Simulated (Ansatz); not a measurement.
**How long does this Ansatz run take?**

```yaml
crystal:
  lattice:
    - [6.107, -1.51855, 0.0]
    - [6.107, 1.51855, 0.0]
    - [-1.3859888959, 0.0, 5.630008738]
  atoms:
    - { symbol: Ga, position: [0.0911833854, 0.0911833854, 0.7953103732] }
    - { symbol: Ga, position: [0.9088166146, 0.9088166146, 0.2046896268] }
    - { symbol: Ga, position: [0.6595088908, 0.6595088908, 0.3127354657] }
    - { symbol: Ga, position: [0.3404911092, 0.3404911092, 0.6872645343] }
    - { symbol: O, position: [0.1689536157, 0.1689536157, 0.1084335272] }
    - { symbol: O, position: [0.8310463843, 0.8310463843, 0.8915664728] }
    - { symbol: O, position: [0.1722026499, 0.1722026499, 0.560313389] }
    - { symbol: O, position: [0.8277973501, 0.8277973501, 0.439686611] }
    - { symbol: O, position: [0.4967068351, 0.4967068351, 0.2537038787] }
    - { symbol: O, position: [0.5032931649, 0.5032931649, 0.7462961213] }
kpoints:
  mp_grid: { grid: [10, 10, 6] }
scf:
  occupations: { method: fermi_dirac, width: 0.02 }
hamiltonian:
  xc: pbesol
  pseudopotentials: { kind: paw }
output:
  forces: true
  stress: true
  populations: true
  efg:
    quadrupole_moments_barn: { Ga: 0.107, O: -0.02558 }
    contact_densities: true
```

```sh
ansatz run input.yaml --threads 4 --pin off --max-ram 8192MiB --backend cpu --events-out ev --progress --plain --runs-dir out
```

It runs on 4 threads of AMD EPYC 9R14 (Zen 4) (x86_64; 16 cores open to the job, memory cap 8.0 GiB, no GPU), a shared host with a load of 0.5 a core.

Q: Estimate the wall time and the peak memory.

A: About 11 s of wall time (42 s of CPU time) and 0.99 GiB. The run holds 88 valence electrons in 54 bands, about 2037 plane waves a k-point and 172 irreducible k-points, and took 7 SCF iterations. Times on a shared host vary by tens of per cent.
